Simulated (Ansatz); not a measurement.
Theory: Ansatz 0.2.0, DFT PBE, scalar-relativistic, plane waves, PAW. Settings: cutoff 420 eV, Γ-centred meshes spaced at most about 0.3 Å⁻¹, and about 0.25 Å⁻¹ or finer for metals (2π included), Gaussian smearing. No spin polarisation in the final relaxations.

Temperature and zero-point effects are left out.

Compare these two cells of Li, each relaxed at this level.

A.

```cif
data_structure
_symmetry_space_group_name_H-M 'P6/mmm'
_symmetry_Int_Tables_number 191
_cell_length_a 2.9367
_cell_length_b 2.9367
_cell_length_c 2.7161
_cell_angle_alpha 90.000
_cell_angle_beta 90.000
_cell_angle_gamma 120.000
_cell_volume 20.29
loop_
_atom_site_label
_atom_site_type_symbol
_atom_site_symmetry_multiplicity
_atom_site_Wyckoff_symbol
_atom_site_fract_x
_atom_site_fract_y
_atom_site_fract_z
_atom_site_occupancy
Li1 Li 1 b 0.00000 0.00000 0.50000 1
```

B.

```cif
data_structure
_symmetry_space_group_name_H-M 'I4/mmm'
_symmetry_Int_Tables_number 139
_cell_length_a 3.0794
_cell_length_b 3.0794
_cell_length_c 4.2637
_cell_angle_alpha 90.000
_cell_angle_beta 90.000
_cell_angle_gamma 90.000
_cell_volume 40.43
loop_
_atom_site_label
_atom_site_type_symbol
_atom_site_symmetry_multiplicity
_atom_site_Wyckoff_symbol
_atom_site_fract_x
_atom_site_fract_y
_atom_site_fract_z
_atom_site_occupancy
Li1 Li 2 a 0.00000 0.00000 0.00000 1
```

Question: Which form is favoured at zero pressure, and by what margin per atom?

Answer: B is lower, by 67 meV/atom. A has the simple hexagonal type, space group P6/mmm (No. 191), 20.3 Å³/atom and no gap on its mesh; B has the indium (bct) type, space group I4/mmm (No. 139), 20.2 Å³/atom and no gap. Counting all near atoms (those within 1.25 times the shortest distance at each site), A has Li 8 and B has Li 12. Both come from invented guesses. The part of the Crystallography Open Database at hand lists Li in space groups No. 166, 191, 194, 225, 229; sharing a group (P6/mmm) doesn't make a cell the listed structure.

Cells relaxed within their symmetry can be saddle points. The I4/mmm cell of Li came from shaking the P6/mmm one.
